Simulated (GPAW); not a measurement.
# Ge (Fd-3m) in GPAW: further runs

The runs below take Ge through equation of state, with PBE, BP86+D3, SOGGA.

All numbers are computed with GPAW 26.7.0; they aren't measurements. Logs are shortened: lines on timing, memory, paths and dates and some standing lists are left out, and cuts for length are marked. The log counts tension as positive stress, the text compression.

**Experimental background.**

“Sub-monolayer structures of Ag overlayers on Ge(111): experimental observations and first-principles study”, 2019, arxiv:1908.00180 quotes, for a bulk crystal of Ge: bulk modulus 75.8 GPa.

The results are compared with them further down.

**1. The structure**

It takes space group Fd-3m (No. 227, cubic). Conventional cell: a = 5.658 Å, b = 5.658 Å, c = 5.658 Å, α = 90.00°, β = 90.00°, γ = 90.00°. Around Ge (site symmetry -43m) lie 4 Ge at 2.45 Å.

**2. Equation of state, PBE**

run.py reads:

```python
from ase.eos import EquationOfState
from ase.io import Trajectory, read
from ase.units import GPa
from gpaw import GPAW

atoms = read('Ge.cif')

traj = Trajectory('eos.traj', 'w')
volumes, energies = [], []
for x in [0.94, 0.96, 0.98, 1.0, 1.02, 1.04, 1.06]:
    a = atoms.copy()
    a.set_cell(atoms.cell * x**(1 / 3), scale_atoms=True)
    calc = GPAW(mode='fd',
                h=0.16,
                xc='PBE',
                kpts={'size': (8, 8, 8), 'gamma': True},
                occupations={'name': 'fermi-dirac', 'width': 0.05},
                nbands=11,
                convergence={'density': 1e-05, 'energy': 1e-05},
                maxiter=150,
                txt=f'eos-{x:.2f}.txt')
    a.calc = calc
    energies.append(a.get_potential_energy(force_consistent=True))
    volumes.append(a.get_volume())
    calc.write(f'eos-{x:.2f}.gpw')
    traj.write(a)
    print(f'{x:.2f} {volumes[-1]:10.4f} A^3 {energies[-1]:14.6f} eV', flush=True)

v0, e0, B = EquationOfState(volumes, energies, eos='birchmurnaghan').fit()
print(f'V0 = {v0:.4f} A^3, E0 = {e0:.6f} eV, B0 = {B / GPa:.2f} GPa')
```

Ge.cif reads:

```cif
data_Ge
_cell_length_a 4.00068289
_cell_length_b 4.00068289
_cell_length_c 4.00068289
_cell_angle_alpha 60.00000000
_cell_angle_beta 60.00000000
_cell_angle_gamma 60.00000000
_space_group_name_H-M_alt 'P1'
_space_group_name_Hall 'P 1'
_space_group_IT_number 1
loop_
_space_group_symop_operation_xyz
'x,y,z'
loop_
_atom_site_label
_atom_site_type_symbol
_atom_site_symmetry_multiplicity
_atom_site_Wyckoff_symbol
_atom_site_fract_x
_atom_site_fract_y
_atom_site_fract_z
_atom_site_occupancy
Ge1 Ge 1 a 0.7500000000 0.7500000000 0.7500000000 1
Ge2 Ge 1 a 0.5000000000 0.5000000000 0.5000000000 1
```

Potentials or basis: GPAW PAW data sets (gpaw-data 1.2.1), fd.

Command:

```sh
> OMP_NUM_THREADS=1 python run.py
```

Standard output:

```text
__  _  _
 | _ |_)|_||  |
 |__||  | ||/\| - 26.7.0

Input parameters:
  mode=FD(),
  convergence={'density': 1e-05, 'energy': 1e-05},
  h=0.16,
  kpts=MonkhorstPack(size=(8, 8, 8), gamma=True),
  maxiter=150,
  nbands=11,
  occupations=Occupations(name='fermi-dirac', width=0.05),
  xc=XC(name='PBE')

Diagonalizing LCAO Hamiltonian
Converting LCAO to fd mode

             Ge
       Ge

Atoms  # Å, Bohr magnetons
|   | symbol |        x |        y |        z |    initial magnetic moments |
|---|--------|----------|----------|----------|-----------------------------|
| 0 |     Ge | 5.919919 | 3.417867 | 2.416797 | ( 0.0000,  0.0000,  0.0000) |
| 1 |     Ge | 3.946613 | 2.278578 | 1.611198 | ( 0.0000,  0.0000,  0.0000) |

Unit cell  # Å
| periodic |        x |        y |        z |  lengths |    angles |
|----------|----------|----------|----------|----------|-----------|
|      yes | 3.946613 | 0.000000 | 0.000000 | 3.946613 | 60.000000 |
|      yes | 1.973306 | 3.417867 | 0.000000 | 3.946613 | 60.000000 |
|      yes | 1.973306 | 1.139289 | 3.222396 | 3.946613 | 60.000000 |

Number of symmetries: 24
Symmetry operations  # r_c * U_cc + t_c -> r_c
|    | kind |            matrix            |
|----|------|------------------------------|
|  0 |  E   |  1, 0, 0,  0, 1, 0,  0, 0, 1 |
|  1 |  σ   |  1, 0, 0,  0, 0, 1,  0, 1, 0 |
|  2 |  σ   |  1, 0,-1,  0, 1,-1,  0, 0,-1 |
|  3 |  C3  |  1, 0,-1,  0, 0,-1,  0, 1,-1 |
|  4 |  C3  |  1,-1, 0,  0,-1, 1,  0,-1, 0 |
|  5 |  σ   |  1,-1, 0,  0,-1, 0,  0,-1, 1 |
|  6 |  σ   |  0, 1, 0,  1, 0, 0,  0, 0, 1 |
|  7 |  C3  |  0, 1, 0,  0, 0, 1,  1, 0, 0 |
|  8 |  C2  |  0, 1,-1,  1, 0,-1,  0, 0,-1 |
|  9 |  S4  |  0, 1,-1,  0, 0,-1,  1, 0,-1 |
| 10 |  C3  |  0, 0, 1,  1, 0, 0,  0, 1, 0 |
| 11 |  σ   |  0, 0, 1,  0, 1, 0,  1, 0, 0 |
| 12 |  S4  |  0, 0,-1,  1, 0,-1,  0, 1,-1 |
| 13 |  C3  |  0, 0,-1,  0, 1,-1,  1, 0,-1 |
| 14 |  S4  |  0,-1, 1,  1,-1, 0,  0,-1, 0 |
| 15 |  C2  |  0,-1, 1,  0,-1, 0,  1,-1, 0 |
| 16 |  C3  |  0,-1, 0,  1,-1, 0,  0,-1, 1 |
| 17 |  S4  |  0,-1, 0,  0,-1, 1,  1,-1, 0 |
| 18 |  S4  | -1, 1, 0, -1, 0, 1, -1, 0, 0 |
| 19 |  C3  | -1, 1, 0, -1, 0, 0, -1, 0, 1 |
| 20 |  C3  | -1, 0, 1, -1, 1, 0, -1, 0, 0 |
| 21 |  S4  | -1, 0, 1, -1, 0, 0, -1, 1, 0 |
| 22 |  σ   | -1, 0, 0, -1, 1, 0, -1, 0, 1 |
| 23 |  C2  | -1, 0, 0, -1, 0, 1, -1, 1, 0 |

BZ-sampling:
  Number of BZ points: 512
  Number of IBZ points: 29

  Monkhorst-Pack size: [8, 8, 8]
  Monkhorst-Pack shift: [0.0625, 0.0625, 0.0625]

K-points  # in reciprocal-cell coordinates
|     |                                coordinates |     weight |
|-----|--------------------------------------------|------------|
|   0 | (  0.00000000,   0.00000000,   0.00000000) | 0.00195312 |
|   1 | (  0.12500000,   0.12500000,   0.00000000) | 0.01171875 |
|   2 | (  0.12500000,   0.12500000,   0.12500000) | 0.01562500 |
|   3 | (  0.25000000,   0.12500000,   0.12500000) | 0.02343750 |
|   4 | (  0.25000000,   0.25000000,   0.00000000) | 0.01171875 |
|   5 | (  0.25000000,   0.25000000,   0.12500000) | 0.04687500 |
|   6 | (  0.25000000,   0.25000000,   0.25000000) | 0.01562500 |
|   7 | (  0.37500000,   0.25000000,  -0.37500000) | 0.04687500 |
|   8 | (  0.37500000,   0.25000000,   0.12500000) | 0.04687500 |
|   9 | (  0.37500000,   0.25000000,   0.25000000) | 0.04687500 |
| ... |                                            |            |
|  28 | (  0.50000000,   0.50000000,   0.50000000) | 0.00781250 |

Uniform wave function grid shape: (np.int64(20), np.int64(20), np.int64(20))
Spin-components: 1 (collinear spins)
Bands:           11
Projectors:      10
Spin-degeneracy: 2
Datatype:        complex128

Density:
  Valence electrons: 8.0
  Components: 1
  Grid points: [20 20 20]
  Charge: 0.0  # |e|

Potential:
  Grid points: [20 20 20]

species:
  Ge:
    name:    Germanium
    Z:       32.0
    valence: 4
    core:    28
    charge:  0.0  # [|e|]
    compensation charges:
      type: gauss
      rc: 0.32  # [Å]
      lmax: 2
    cutoffs:
      filter: 1.77  # [Å]
      core: 3.42  # [Å]
    projectors
    | kind |    occ | energy [eV] | rcut [Å] |
    |------|--------|-------------|----------|
    |   4s |  2.000 |     -11.726 |    1.005 |
    |   4p |  2.000 |      -3.896 |    1.005 |
    |    s |        |      15.485 |    1.005 |
    |    p |        |      23.315 |    1.005 |
    |    d |        |       0.000 |    1.005 |

    Using partial waves for Ge as LCAO basis

Reference energy: -114195.275705  # eV

eigensolver:
  PPCG
  Converge bands: occupied
  niter=2

density mixing:
  MSR1-Mixer
  Pratt-step length: 0.05
  Maximum mixing coefficient: 0.75
  Old densities: 10
  SVD Regularization: 0.005
  Good broyden scale: 1.0
  Trust region scale: 1.0
  Backstep threshold: 4.0
  History deletion threshold: 6.0
  Fourier metric: weight=20.0, sigma=0.015

occupation numbers:
  Fermi-Dirac:
    width: 0.0500  # eV

FastPoissonSolver using
    Stencil: 12*3+1=37 point O(h^6) finite-difference Laplacian
    FFT axes: [np.int64(0), np.int64(1), np.int64(2)]
    FST axes: []

xc functional:
  name: PBE with 2 nearest neighbor stencil
interpolation: tri-quintic # 5. degree polynomial

convergence criteria:
- Maximum integral of absolute [dens]ity change: 1e-05 electrons / valence electron
- Maximum [total energy] change in last 3 cyles: 1e-05 eV / valence electron
- Maximum integral of absolute [eigenst]ate change: 4e-08 eV^2 / valence electron
maximum number of iterations: 150

SCF iterations
|iter     | |      energy | eigst |  dens |
|---------|-|-------------|-------|-------|
|iter:   1| |   -8.958785 | +0.43 |       |
|iter:   2| |   -8.967925 | -1.18 | -0.91 |
|iter:   3| |   -8.927777 | -1.74 | -0.93 |
|iter:   4| |   -8.929790 | -2.63 | -1.51 |
|iter:   5| |   -8.930158 | -3.68 | -2.18 |
|iter:   6| |   -8.930182 | -4.77 | -3.05 |
|iter:   7| |   -8.930186c| -5.64 | -3.45 |
|iter:   8| |   -8.930186c| -6.64 | -4.46 |
|iter:   9| |   -8.930186c| -7.63c| -4.97 |
|iter:  10| |   -8.930186c| -7.96c| -5.33c|

Converged in 10 steps
Energy contributions relative to reference atoms: (reference = -114195.275705)

Energy contributions:
  Kinetic:          31.435103
  Coulomb:         -27.687410
  Zero:             -0.015341
  External:          0.000000
  Xc:              -12.662418
  Entropy:          -0.000239
  Spinorbit:         0.000000
  ----------------------------
  Free energy:      -8.930306
  Extrapolated:     -8.930186

dipole moment: (5.273792, 3.044825, 2.153017)  # |e|*Ang

Fermi level: 6.581
Eigenvalues  # (at kpt = [0.000, 0.000, 0.000])
| band index |      eig [eV] | occ [0-2] |
|------------|---------------|-----------|
|          0 |        -6.648 |     2.000 |
|          1 |         6.427 |     1.912 |
|          2 |         6.428 |     1.912 |
|          3 |         6.428 |     1.912 |
|          4 |         6.903 |     0.003 |
|          5 |         9.002 |     0.000 |
|          6 |         9.002 |     0.000 |
|          7 |         9.002 |     0.000 |
|          8 |        12.975 |     0.000 |
|          9 |        16.131 |     0.000 |
|         10 |        17.313 |     0.000 |

Gap: 0.332 eV
Transition (v -> c):
  (s=0, k=0, n=3, [0.00, 0.00, 0.00]) -> (s=0, k=28, n=4, [0.50, 0.50, 0.50])
Direct/indirect transitions are different
Direct gap: 0.476 eV
Transition at: (s=0, k=0, n=3, [0.00, 0.00, 0.00])
# Writing to eos-0.96.gpw (mode='')
```

It took 4.9 min on 1 thread of Intel Xeon at 2.50GHz (Skylake/Cascade Lake), shared host; peak memory 0.4 GiB.

What came out:

* Equilibrium volume: 23.87 Å³/atom
* Bulk modulus: 61 GPa
* Pressure derivative of the bulk modulus: 5.3 (rough: it moves with the points fitted)

Energy against volume, from the lowest point:
```tsv
volume (Å³/atom)	energy (meV/atom)
21.281	67.77
21.733	44.10
22.186	26.21
22.639	13.41
23.092	5.07
23.545	0.73
23.997	0.00
```

**3. Equation of state, BP86+D3**

run.py reads:

```python
import spglib
from ase import Atoms
from ase.calculators.mixing import SumCalculator
from ase.eos import EquationOfState
from ase.io import Trajectory, read
from ase.units import GPa
from dftd3.ase import DFTD3
from gpaw import GPAW, PW, setup_paths

setup_paths.insert(0, '.')

atoms = read('Ge.cif')
cell, positions, numbers = spglib.find_primitive(
    (atoms.cell[:], atoms.get_scaled_positions(), atoms.numbers), symprec=1e-4)
atoms = Atoms(numbers, cell=cell, scaled_positions=positions, pbc=True)

traj = Trajectory('eos.traj', 'w')
volumes, energies = [], []
for x in [0.94, 0.96, 0.98, 1.0, 1.02, 1.04, 1.06]:
    a = atoms.copy()
    a.set_cell(atoms.cell * x**(1 / 3), scale_atoms=True)
    calc = GPAW(mode=PW(600),
                xc='GGA_X_B88+GGA_C_P86',
                kpts={'size': (8, 8, 8), 'gamma': True},
                occupations={'name': 'fermi-dirac', 'width': 0.05},
                nbands=11,
                convergence={'density': 1e-05, 'energy': 1e-05},
                maxiter=150,
                txt=f'eos-{x:.2f}.txt')
    a.calc = SumCalculator([calc, DFTD3(method='bp', damping='d3zero')])
    energies.append(a.get_potential_energy())
    volumes.append(a.get_volume())
    p = -a.get_stress()[:3].mean() / GPa
    calc.write(f'eos-{x:.2f}.gpw')
    traj.write(a)
    print(f'{x:.2f} {volumes[-1]:10.4f} A^3 {energies[-1]:14.6f} eV {p:9.3f} GPa', flush=True)

v0, e0, B = EquationOfState(volumes, energies, eos='birchmurnaghan').fit()
print(f'V0 = {v0:.4f} A^3, E0 = {e0:.6f} eV, B0 = {B / GPa:.2f} GPa')
```

Ge.cif reads:

```cif
data_Ge
_cell_length_a 5.65782000
_cell_length_b 5.65782000
_cell_length_c 5.65782000
_cell_angle_alpha 90.00000000
_cell_angle_beta 90.00000000
_cell_angle_gamma 90.00000000
_space_group_name_H-M_alt 'Fd-3m'
_space_group_name_Hall 'F 4d 2 3 -1d'
_space_group_IT_number 227
loop_
_space_group_symop_operation_xyz
'x,y,z'
'-y+1/4,x+1/4,z+1/4'
'-x,-y+1/2,z+1/2'
'y+3/4,-x+1/4,z+3/4'
'x,-y,-z'
'-y+1/4,-x+3/4,-z+3/4'
'-x,y+1/2,-z+1/2'
'y+3/4,x+3/4,-z+1/4'
'z,x,y'
'z+1/4,-y+1/4,x+1/4'
'z+1/2,-x,-y+1/2'
'z+3/4,y+3/4,-x+1/4'
'-z,x,-y'
'-z+3/4,-y+1/4,-x+3/4'
'-z+1/2,-x,y+1/2'
'-z+1/4,y+3/4,x+3/4'
'y,z,x'
'x+1/4,z+1/4,-y+1/4'
'-y+1/2,z+1/2,-x'
'-x+1/4,z+3/4,y+3/4'
'-y,-z,x'
'-x+3/4,-z+3/4,-y+1/4'
'y+1/2,-z+1/2,-x'
'x+3/4,-z+1/4,y+3/4'
'-x+1/4,-y+1/4,-z+1/4'
'y,-x,-z'
'x+1/4,y+3/4,-z+3/4'
'-y+1/2,x,-z+1/2'
'-x+1/4,y+1/4,z+1/4'
'y,x+1/2,z+1/2'
'x+1/4,-y+3/4,z+3/4'
'-y+1/2,-x+1/2,z'
'-z+1/4,-x+1/4,-y+1/4'
'-z,y,-x'
'-z+3/4,x+1/4,y+3/4'
'-z+1/2,-y+1/2,x'
'z+1/4,-x+1/4,y+1/4'
'z+1/2,y,x+1/2'
'z+3/4,x+1/4,-y+3/4'
'z,-y+1/2,-x+1/2'
'-y+1/4,-z+1/4,-x+1/4'
[... 89 lines left out ...]
'-z+1/4,x+1/4,y+1/4'
'-z,-y+1/2,x+1/2'
'z+3/4,-x+1/4,y+3/4'
'z,y,x'
'z+1/4,x+1/4,-y+1/4'
'z+1/2,-y+1/2,-x'
'-y+3/4,-z+1/4,-x+3/4'
'-x+1/2,-z,y+1/2'
'y+1/4,-z+3/4,x+3/4'
'x+1/2,-z+1/2,-y'
'y+3/4,z+1/4,-x+3/4'
'x,z+1/2,y+1/2'
'-y+1/4,z+3/4,x+3/4'
'-x,z,-y'
'x+1/2,y+1/2,z'
'-y+3/4,x+3/4,z+1/4'
'-x+1/2,-y,z+1/2'
'y+1/4,-x+3/4,z+3/4'
'x+1/2,-y+1/2,-z'
'-y+3/4,-x+1/4,-z+3/4'
'-x+1/2,y,-z+1/2'
'y+1/4,x+1/4,-z+1/4'
'z+1/2,x+1/2,y'
'z+3/4,-y+3/4,x+1/4'
'z,-x+1/2,-y+1/2'
'z+1/4,y+1/4,-x+1/4'
'-z+1/2,x+1/2,-y'
'-z+1/4,-y+3/4,-x+3/4'
'-z,-x+1/2,y+1/2'
'-z+3/4,y+1/4,x+3/4'
'y+1/2,z+1/2,x'
'x+3/4,z+3/4,-y+1/4'
'-y,z,-x'
'-x+3/4,z+1/4,y+3/4'
'-y+1/2,-z+1/2,x'
'-x+1/4,-z+1/4,-y+1/4'
'y,-z,-x'
'x+1/4,-z+3/4,y+3/4'
'-x+3/4,-y+3/4,-z+1/4'
'y+1/2,-x+1/2,-z'
'x+3/4,y+1/4,-z+3/4'
'-y,x+1/2,-z+1/2'
'-x+3/4,y+3/4,z+1/4'
'y+1/2,x,z+1/2'
'x+3/4,-y+1/4,z+3/4'
'-y,-x,z'
'-z+3/4,-x+3/4,-y+1/4'
'-z+1/2,y+1/2,-x'
'-z+1/4,x+3/4,y+3/4'
'-z,-y,x'
'z+3/4,-x+3/4,y+1/4'
'z,y+1/2,x+1/2'
'z+1/4,x+3/4,-y+3/4'
'z+1/2,-y,-x+1/2'
'-y+3/4,-z+3/4,-x+1/4'
'-x+1/2,-z+1/2,y'
'y+1/4,-z+1/4,x+1/4'
'x+1/2,-z,-y+1/2'
'y+3/4,z+3/4,-x+1/4'
'x,z,y'
'-y+1/4,z+1/4,x+1/4'
'-x,z+1/2,-y+1/2'
loop_
_atom_site_label
_atom_site_type_symbol
_atom_site_symmetry_multiplicity
_atom_site_Wyckoff_symbol
_atom_site_fract_x
_atom_site_fract_y
_atom_site_fract_z
_atom_site_occupancy
Ge1 Ge 8 a 0.2500000000 0.2500000000 0.2500000000 1
```

Potentials or basis: PAW data sets generated in the run's folder for this functional, pw.

Command:

```sh
> gpaw-setup -f GGA_X_B88+GGA_C_P86 Ge
> OMP_NUM_THREADS=1 python run.py
```

Wall time 2.1 min (1 thread of Intel Xeon at 2.50GHz (Skylake/Cascade Lake), shared host); peak memory 0.23 GiB.

It converged, with:

```yaml
Equilibrium_volume: 23.66 Å³/atom
Bulk_modulus: 60 GPa
Pressure_derivative_of_the_bulk_modulus: "5.0 (rough: it moves with the points fitted)"
```

Energy against volume, from the lowest point:
```tsv
volume (Å³/atom)	energy (meV/atom)
21.281	55.57
21.733	34.88
22.186	19.59
22.639	9.01
23.092	2.60
23.545	0.00
23.997	0.79
```

**4. Equation of state, PBE**

run.py reads:

```python
from ase.eos import EquationOfState
from ase.io import Trajectory, read
from ase.units import GPa
from gpaw import GPAW

atoms = read('POSCAR')

traj = Trajectory('eos.traj', 'w')
volumes, energies = [], []
for x in [0.94, 0.96, 0.98, 1.0, 1.02, 1.04, 1.06]:
    a = atoms.copy()
    a.set_cell(atoms.cell * x**(1 / 3), scale_atoms=True)
    calc = GPAW(mode='lcao',
                h=0.18,
                basis='dzp',
                xc='PBE',
                kpts={'size': (8, 8, 8), 'gamma': True},
                occupations={'name': 'fermi-dirac', 'width': 0.05},
                convergence={'density': 1e-05, 'energy': 1e-05},
                maxiter=150,
                txt=f'eos-{x:.2f}.txt')
    a.calc = calc
    energies.append(a.get_potential_energy(force_consistent=True))
    volumes.append(a.get_volume())
    calc.write(f'eos-{x:.2f}.gpw')
    traj.write(a)
    print(f'{x:.2f} {volumes[-1]:10.4f} A^3 {energies[-1]:14.6f} eV', flush=True)

v0, e0, B = EquationOfState(volumes, energies, eos='birchmurnaghan').fit()
print(f'V0 = {v0:.4f} A^3, E0 = {e0:.6f} eV, B0 = {B / GPa:.2f} GPa')
```

POSCAR reads:

```
Ge
1.0
    0.0000000000      2.8289100000      2.8289100000
    2.8289100000      0.0000000000      2.8289100000
    2.8289100000      2.8289100000      0.0000000000
Ge
2
Direct
    0.7500000000      0.7500000000      0.7500000000
    0.5000000000      0.5000000000      0.5000000000
```

Potentials or basis: GPAW PAW data sets (gpaw-data 1.2.1), lcao:dzp.

Command:

```sh
> OMP_NUM_THREADS=1 python run.py
```

It took 3.8 min on 1 thread of Intel Xeon 6975P-C (Granite Rapids), shared host; peak memory 0.18 GiB.

It converged, with:

```yaml
Equilibrium_volume: "23.85 Å³/atom (rough: see the caveat)"
Bulk_modulus: 135 GPa (rough)
```

Energy against volume, from the lowest point:
| volume (Å³/atom) | energy (meV/atom) |
| --- | --- |
| 21.281 | 117.51 |
| 21.733 | 90.85 |
| 22.186 | 43.37 |
| 22.639 | 26.22 |
| 23.092 | 13.50 |
| 23.545 | 4.85 |
| 23.997 | 0.00 |

Caveat: the energies scatter about the fit; the fit is doubtful: noisy points or a state that changes with volume; the basis of atomic orbitals isn't converged, which shifts pressures, moduli and gaps.

**5. Equation of state, PBE**

run.py reads:

```python
from ase.eos import EquationOfState
from ase.io import Trajectory
from ase.spacegroup import crystal
from ase.units import GPa
from gpaw import GPAW, PW, setup_paths

setup_paths.insert(0, '.')

# Ge 8a
atoms = crystal(['Ge'],
                basis=[[0.25, 0.25, 0.25]],
                spacegroup=227, setting=1,  # Fd-3m
                cellpar=[5.65782, 5.65782, 5.65782, 90.0, 90.0, 90.0],
                primitive_cell=True)

traj = Trajectory('eos.traj', 'w')
volumes, energies = [], []
for x in [0.94, 0.96, 0.98, 1.0, 1.02, 1.04, 1.06]:
    a = atoms.copy()
    a.set_cell(atoms.cell * x**(1 / 3), scale_atoms=True)
    calc = GPAW(mode=PW(600),
                xc='PBE',
                kpts={'size': (8, 8, 8), 'gamma': True},
                occupations={'name': 'fermi-dirac', 'width': 0.05},
                setups={'Ge': 'jth'},
                nbands=-7,
                convergence={'density': 1e-05, 'energy': 1e-05},
                maxiter=150,
                txt=f'eos-{x:.2f}.txt')
    a.calc = calc
    energies.append(a.get_potential_energy(force_consistent=True))
    volumes.append(a.get_volume())
    p = -a.get_stress()[:3].mean() / GPa
    calc.write(f'eos-{x:.2f}.gpw')
    traj.write(a)
    print(f'{x:.2f} {volumes[-1]:10.4f} A^3 {energies[-1]:14.6f} eV {p:9.3f} GPa', flush=True)

v0, e0, B = EquationOfState(volumes, energies, eos='birchmurnaghan').fit()
print(f'V0 = {v0:.4f} A^3, E0 = {e0:.6f} eV, B0 = {B / GPa:.2f} GPa')
```

Potentials or basis: JTH PAW 2.0, PBE, pw.

Command:

```sh
> OMP_NUM_THREADS=1 python run.py
```

Wall time 66 s (1 thread of Intel Xeon 6975P-C (Granite Rapids), shared host); peak memory 0.25 GiB.

Results (log left out):

```
Equilibrium volume                      : 23.88 Å³/atom
Bulk modulus                            : 60 GPa
Pressure derivative of the bulk modulus : 4.3 (rough: it moves with the points fitted)
```

Energy against volume, from the lowest point:
```
volume (Å³/atom)  energy (meV/atom)
          21.281              64.83
          21.733              42.56
          22.186              25.55
          22.639              13.21
          23.092               5.07
          23.545               0.78
          23.997               0.00
```

Caveat: the program truncates these outside data sets.

(Continued in part 2 of 2.)
